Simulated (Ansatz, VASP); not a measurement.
**ZnS (Wurtzite-2H) in VASP and in Ansatz**

Contents of INCAR:

```
SYSTEM = ZnS
PREC = Accurate
ENCUT = 600
EDIFF = 1E-6
ISMEAR = -1
SIGMA = 0.05
LREAL = .FALSE.
LASPH = .TRUE.
NELM = 80
ALGO = Normal
ISIF = 3
LWAVE = .FALSE.
LCHARG = .FALSE.
GGA = RE
IVDW = 13
IBRION = 2
NSW = 60
EDIFFG = -0.005
```

File KPOINTS:

```
regular mesh
0
G
  8 8 5
  0 0 0
```

The input POSCAR:

```
ZnS
1.0
    3.8110000000      0.0000000000      0.0000000000
   -1.9055000000      3.3004228138      0.0000000000
    0.0000000000      0.0000000000      6.2340000000
Zn S
2 2
Direct
    0.6666666667      0.3333333333      0.5000000000
    0.3333333333      0.6666666667      0.0000000000
    0.6666666667      0.3333333333      0.8850000000
    0.3333333333      0.6666666667      0.3850000000
```

input.yaml

```yaml
crystal:
  lattice:
    - [3.811, 0.0, 0.0]
    - [-1.9055, 3.3004228138, 0.0]
    - [0.0, 0.0, 6.234]
  atoms:
    - { symbol: Zn, position: [0.6666666667, 0.3333333333, 0.5] }
    - { symbol: Zn, position: [0.3333333333, 0.6666666667, 0.0] }
    - { symbol: S, position: [0.6666666667, 0.3333333333, 0.885] }
    - { symbol: S, position: [0.3333333333, 0.6666666667, 0.385] }
hamiltonian:
  xc: revpbe
  pseudopotentials: { kind: paw }
  dispersion: d4
kpoints:
  mp_grid: { grid: [8, 8, 5] }
scf:
  occupations: { method: fermi_dirac, width: 0.05 }
output:
  forces: true
  stress: true
  write_density: true
  write_potential: true
  elf: true
  volumetric_format: npy
relax:
  f_tol: 0.01
  max_steps: 40
  cell: { stress_tol: 0.05 }
```

Alike in both runs: task relaxation of cell and atoms; functional revPBE; dispersion D4; k mesh 8 × 8 × 5; occupations fermi-dirac, width 0.05 eV; no spin polarisation.

|  | VASP | Ansatz |
| --- | --- | --- |
| version | VASP 6.6.1 | Ansatz 0.2.0 |
| potentials or method | VASP PAW PBE potentials, release 64 (Zn, S) | Ansatz PAW |
| plane-wave cutoff (eV) | 600 | 420 |
| valence electrons in the cell | 36 | 36 |

VASP gave:

| Property | Result |
| --- | --- |
| gap on the k mesh at the Fermi level, each at its own relaxed structure (eV) | 2.41 |
| relaxed volume (Å³/atom) | 19.28 |
| relaxed cell length with the largest relative difference (Å) | 3.784 |
| energy change over the relaxation (meV/atom) | -7 |

Task: What did Ansatz give for the same quantities?

Result: gap on the k mesh at the Fermi level, each at its own relaxed structure (eV): 2.41; relaxed volume (Å³/atom): 19.24; relaxed cell length with the largest relative difference (Å): 3.781; energy change over the relaxation (meV/atom): -7.

Caveats: the PAW data sets were made with another functional, which shifts forces and pressure a little (VASP); odd divisions of the mesh miss points on the zone boundary, where band edges often lie, so the gap on the mesh can be too wide (Ansatz); the plane-wave basis is chosen anew once the cell has moved, so the energies of steps on either side of that aren't comparable (Ansatz); the PAW data sets come from PBE, with cores solved anew for the run's functional, which leaves a small shift of forces and pressure (Ansatz).
